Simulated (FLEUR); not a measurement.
Runs of FLEUR MaX-R8.1 (later development tree) on HfB2. The structure is hexagonal, space group P6/mmm (No. 191). The conventional cell has a = 3.140 Å, b = 3.140 Å, c = 3.480 Å, α = 90.00°, β = 90.00°, γ = 120.00°. Hf (site symmetry 6/mmm) is surrounded by 12 B at 2.51 Å. B (site symmetry -6m2) is surrounded by 3 B at 1.81 Å. 

```csv
task,level,spin,k mesh,smearing,gmax,muffin-tin radii,lmax,lnonsphr,max iterations,kmax,V0 of scaled cells (Å³/atom),B0 (GPa)
equation of state,PBE,off,10 × 10 × 8,fermi-dirac 0.05 eV,14.1 1/bohr,"Hf 2.66, B 1.54 bohr","Hf 11, B 8",-,-,4.55 1/bohr,(a),250
equation of state,r2SCAN,off,10 × 10 × 8,fermi-dirac 0.05 eV,14.5 1/bohr,"Hf 2.66, B 1.54 bohr","Hf 10, B 8","Hf 10, B 8",-,4.68 1/bohr,9.88,258
equation of state,LDA,off,10 × 10 × 8,fermi-dirac 0.05 eV,14.5 1/bohr,"Hf 2.66, B 1.54 bohr","Hf 10, B 8","Hf 10, B 8",-,4.68 1/bohr,(b),275
equation of state,BLYP,off,10 × 10 × 8,fermi-dirac 0.05 eV,14.5 1/bohr,"Hf 2.66, B 1.54 bohr","Hf 10, B 8","Hf 10, B 8",-,4.68 1/bohr,10.23,235
equation of state,SCAN,off,10 × 10 × 8,fermi-dirac 0.05 eV,14.5 1/bohr,"Hf 2.66, B 1.54 bohr","Hf 10, B 8","Hf 10, B 8",-,4.68 1/bohr,(c),263
```

Alike in all rows: potentials or basis all-electron, FLAPW; cell as given.

Task: Fill in the values left out.

Result: (a) 9.97; (b) 9.52; (c) 9.76.

Caveats: the cell was scaled at fixed shape and fractional positions, which overstates the stiffness of a crystal with free parameters, most of all of layers and chains; the meta-GGA is that of a development version, with a GGA for the radial functions and cores and without core tails (some runs).

Not every run made on this cell is shown here.
